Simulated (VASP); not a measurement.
# Ca: relaxation of cell and atoms with PBE

Ca:

```
Ca
1.0
     5.00425    0.00000    0.00000
     0.00000    5.00425    0.00000
     0.00000    0.00000    5.00425
Ca
3
Direct
  0.50000 0.00000 0.00000
  0.00000 0.50000 0.00000
  0.00000 0.00000 0.50000
```

The cell was built by a generator and needn't be a form met in nature.

The cell isn't the ideal one: random cell by space group and Wyckoff sites (Pm-3m, No. 221).

* Program: VASP 6.6.1
* Task: relaxation of cell and atoms
* Functional: PBE
* Potentials or basis: VASP PAW PBE potentials, release 64 (Ca_sv)
* Cutoff: 600 eV
* k mesh: 4 × 4 × 4
* Occupations: gaussian, width 0.1 eV
* Spin: no spin polarisation
* Dipole correction: no
* Further INCAR settings: ALGO = Normal; EDIFF = 1e-07; IBRION = 2; EDIFFG = -0.04; NSW = 90; ISIF = 3

- Relaxed volume: 51.09 Å³/atom
- Relaxed cell: a = 5.352 Å, b = 5.352 Å, c = 5.352 Å, α = 90.00°, β = 90.00°, γ = 90.00°
- Space group after relaxing (to 0.05 Å): Pm-3m (No. 221)
- Energy gained by relaxing: 79.3 meV/atom
- Ionic steps: 4
- Pressure after relaxing: 0.0 GPa
- Band gap on the k mesh: none (metal or under the smearing width)

The path:
| step | energy change (eV) | largest force (eV/Å) | pressure (GPa) | volume (Å³) |
| --- | --- | --- | --- | --- |
| 1 | 0.0000 | 0.0000 | 3.17 | 125.32 |
| 2 | -0.1997 | 0.0000 | 1.08 | 140.89 |
| 3 | -0.2356 | 0.0000 | -0.22 | 156.20 |
| 4 | -0.2378 | 0.0000 | -0.02 | 153.28 |

Final structure:
```
Ca
1.0
     5.35178    0.00000    0.00000
     0.00000    5.35178    0.00000
     0.00000    0.00000    5.35178
Ca
3
Cartesian
  2.6759 0.0000 0.0000
  0.0000 2.6759 0.0000
  0.0000 0.0000 2.6759
```

Levels at points of the mesh, in eV from the Fermi level:
```csv
k point,band 12,band 13,band 14,band 15,band 16,band 17,band 18,band 19
"(0.00, 0.00, 0.00)",-23.28,-3.69,-0.43,0.24,0.24,0.81,0.81,0.81
"(0.50, 0.00, 0.00)",-23.30,-2.60,-1.87,0.22,0.98,0.98,1.06,1.10
"(0.50, 0.50, 0.00)",-23.27,-1.40,-1.14,-1.14,-0.43,0.81,1.35,1.35
"(0.50, 0.50, 0.50)",-23.27,-0.66,-0.66,-0.66,-0.22,-0.09,0.64,0.64
```

It took 120 s on 1 thread of Intel(R) Xeon(R) Platinum 8488C (Sapphire Rapids), on a shared host, peak memory 0.24 GiB.

Caveat: the volume moved by over 15 % at a fixed basis, so the end points are rough.
